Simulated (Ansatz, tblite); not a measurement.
# KF with GFN1-xTB from a Python script

These are simulated results from tblite 0.8.0, not measurements. The cell was built from a prototype and was relaxed with r2SCAN in plane waves (Ansatz 0.2.0). Not every such cell is a known phase. All runs are without spin polarisation.

It is hexagonal, P6_3/mmc (No. 194); a = 3.660 Å, c = 6.479 Å in the conventional setting, 18.79 Å³ an atom. K has 6 F at 2.66 Å; F has 6 K at 2.66 Å.

tblite solves periodic systems at the zone centre alone, so the script builds a cluster of 3×3×2 conventional cells (72 atoms), which folds in a coarse mesh of k points.

Input script:

```python
import json
from ase import Atoms
from ase.build import make_supercell
from ase.units import Bohr, GPa, Hartree
from tblite.interface import Calculator

atoms = Atoms(['K', 'K', 'F', 'F'],
              cell=[[3.65993479, 0.0, 0.0], [-1.82996739, 3.1695965, 0.0], [0.0, 0.0, 6.47881349]],
              scaled_positions=[[0.0, 0.0, 0.0], [0.0, 0.0, 0.5], [0.333333333, 0.666666667, 0.25], [0.666666667, 0.333333333, 0.75]],
              pbc=True)
cluster = make_supercell(atoms, [[3, 0, 0], [0, 3, 0], [0, 0, 2]])
calc = Calculator('GFN1-xTB', cluster.numbers, cluster.positions / Bohr, lattice=cluster.cell[:] / Bohr, periodic=cluster.pbc)
calc.set('temperature', 0.02 / Hartree)
calc.set('max-iter', 150)
res = calc.singlepoint()
levels = res.get('orbital-energies') * Hartree
nv = round(res.get('orbital-occupations').sum() / 2)
cells = len(cluster) // len(atoms)
out = {'energy_per_cell': res.get('energy') * Hartree / cells, 'homo': levels[nv - 1], 'lumo': levels[nv],
       'stress': (-res.get('virial') * Hartree / cluster.get_volume() / GPa).tolist(), 'charges': res.get('charges')[:len(atoms)].tolist(), 'electrons': 2 * nv / cells}
json.dump(out, open('results.json', 'w'))
for key, value in out.items():
    print(key, value)
```

Command: `python run.py`. It took 4.8 s on 1 thread of Arm Neoverse N1 (shared host), peak memory 0.1 GiB.

The log:

```
------------------------------------------------------------
  cycle        total energy    energy error   density error
------------------------------------------------------------
      1     -189.3649169146  -1.8965785E+02   7.0781531E-01
      2      780.9376201301   9.7030254E+02   1.5215055E+00
      3     -178.2812712610  -9.5921889E+02   4.2552186E-01
      4     -190.0386652147  -1.1757394E+01   1.6816837E-01
      5     -192.9672615329  -2.9285963E+00   1.4783830E-01
      6     -180.8694055055   1.2097856E+01   2.0986255E-01
      7     -199.1699965907  -1.8300591E+01   6.9451359E-02
      8     -201.8152782014  -2.6452816E+00   2.2967421E-02
      9     -201.8085698201   6.7083813E-03   6.9432529E-03
     10     -201.8165346007  -7.9647806E-03   3.1249472E-04
     11     -201.8162952776   2.3932313E-04   6.4918778E-04
     12     -201.8165285652  -2.3328762E-04   1.9619044E-04
     13     -201.8165354451  -6.8798620E-06   1.8399433E-05
     14     -201.8165356243  -1.7927897E-07   6.0134824E-06
------------------------------------------------------------

 total:                                   3.956 sec
energy_per_cell -305.09486983190385
homo 20.19774013368493
lumo 22.97048526322624
stress [[-4.37355870932949, -0.009985414605196209, 0.0006176085992088178], [-0.009985414605196473, -4.385093682951098, 0.0006014823725661369], [0.0006176085992088163, 0.0006014823725661469, 8.043164153411016]]
charges [0.6449200686446513, 0.6466075540134584, -0.6464657973636021, -0.6468131050838781]
electrons 16.0
```

The cycle table is in hartree for the whole cluster, and the lines after it are in eV (the energy for one cell). The printed stress is in GPa and positive in compression, and the pressure is its mean diagonal.

GFN1-xTB gives a gap of 2.77 eV. On the same cell, plane-wave PBE (Ansatz, 12×12×4 k points and the special points) gives a gap of 6.20 eV and r2SCAN a gap of 6.87 eV; on shared hosts these took about 9 and 21 core-seconds on the 4-atom cell, against 4.8 for the script. Semilocal gaps usually lie below measured ones. xTB was fitted to molecules, so gaps, charges and pressures of solids can be far off, and the gap also depends on the size of the cluster.

The same script was run on cells scaled at fixed shape and fractional coordinates:

```
volume (Å³/atom)  energy (meV/atom)  pressure (GPa, positive in compression)  gap (eV)
           16.53               40.4                                     7.08      3.45
           17.66                7.6                                     2.60      3.09
           18.79                0.0                                    -0.24      2.77
           19.92                8.5                                    -2.04      2.50
           21.04               27.2                                    -3.17      2.25
```

A Birch-Murnaghan fit puts the minimum at 18.67 Å³/atom, 0.6 % below the given cell, with a bulk modulus of 39.2 GPa at fixed shape.

xTB was fitted mostly to molecules, and a small cluster samples few k points, so gaps, pressures and kinks along a curve can be far from a solid's.
